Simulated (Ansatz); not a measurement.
Runs of Ansatz 0.2.0 on MnO2. Symmetry: Pmmn, No. 59, orthorhombic system. The conventional cell has a = 2.904 Å, b = 3.845 Å, c = 6.164 Å, α = 90.00°, β = 90.00°, γ = 90.00°. Around Mn (site symmetry mm2) lie 6 O at 1.83 to 2.05 Å. O (site symmetry mm2) has 2 Mn at 1.83 Å as nearest neighbours. O (site symmetry mm2) has 4 Mn at 1.98 to 2.05 Å as nearest neighbours. Measurements of this composition are mostly on another form, of space group No. 136.

```tsv
task	level	spin	U	cell	cutoff (eV)	smearing	hubbard projectors	double counting	points for each segment of the path	broadening	gap on the mesh (eV)	pressure (GPa)	moment (μB)	relaxed volume (Å³/atom)	largest force (eV/Å)
relaxation of cell and atoms	PBEsol	collinear, ferromagnetic start	-	relaxed	420	fermi-dirac 0.05 eV	-	-	-	-	none	0.0	6.00	10.90	0.01
band structure	r2SCAN	collinear, ferromagnetic start	-	as given	500	fermi-dirac 0.05 eV	-	-	14	-	none	-12.6	6.00	-	(a)
relaxation of cell and atoms	LDA	collinear, ferromagnetic start	-	relaxed	420	fermi-dirac 0.05 eV	-	-	-	-	none	0.0	5.90	9.82	-
optical spectrum	BLYP	collinear, program default start	-	as given	420	fermi-dirac 0.05 eV	-	-	-	0.2 eV	none	-	6.00	-	-
relaxation of cell and atoms	r2SCAN	collinear, ferromagnetic start	-	relaxed	500	fermi-dirac 0.05 eV	-	-	-	-	0.14	0.0	6.00	10.58	-
single point	PBEsol	collinear, ferromagnetic start	-	as given	420	gaussian 0.1 eV	-	-	-	-	none	(b)	6.00	-	1.18
density of states	LDA+U	collinear, ferromagnetic start	Mn d U = 5 eV	as given	420	gaussian 0.05 eV	ortho-atomic (the default)	fll (the default)	-	-	none	-8.6	6.00	-	0.49
```

Alike in all rows: potentials or basis Ansatz PAW; k mesh 9 × 7 × 5.

**Question.** Fill in the values left out.

**Answer.** (a) 1.06; (b) -13.4.

Caveats: the PAW data sets come from PBE, with cores solved anew for the run's functional, which leaves a small shift of forces and pressure; semilocal functionals often make such compounds metallic where correlation or magnetic order opens a gap, which also shifts bond lengths (some runs); the plane-wave basis is chosen anew once the cell has moved, so the energies of steps on either side of that aren't comparable (some runs); the magnetic or orbital state may not be the lowest (some runs); forces of over 1 eV/Å show positions far from the minimum, so gaps and moduli don't describe the material at rest (some runs); the potentials were made for another functional, which shifts forces and pressure (some runs); odd divisions of the mesh miss points on the zone boundary, where band edges often lie, so the gap on the mesh can be too wide (some runs).

A k mesh can miss the band edges.

A gap of «none» marks a metal or a gap under the smearing width.

Not every run made on this cell is shown here.
